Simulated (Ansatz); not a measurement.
Fe:

```
Fe
1.0
     0.00000    1.94174    1.96511
     1.49844    0.00000    1.96511
     1.49844    1.94174    0.00000
Fe
1
Direct
  0.00000 0.00000 0.00000
```

Base run:

```yaml
Program: Ansatz 0.2.0
Functional: PBEsol
Potentials_or_basis: all-electron LAPW, non-relativistic
Cutoff: 316 eV
Density_cutoff: 1265 eV
Basis_error_allowed: 0.001 eV/atom
k_mesh: 13 × 13 × 13
Occupations: fermi-dirac, width 0.05 eV
Spin: collinear spin, ferromagnetic start
Starting_moments: "[3.0] μB"
```

Its results: pressure -6.7 GPa; net moment 2.20 μB per cell; site moments Fe +2.25 μB.

Q: The run is repeated on the same cell with these changes: potentials or basis from all-electron LAPW, non-relativistic to all-electron LAPW, inner shells corrected to Dirac's equation. What comes out?

A: Pressure -10.5 GPa; net moment 2.17 μB per cell; site moments Fe +2.22 μB.

Not every run made on this cell is shown here.
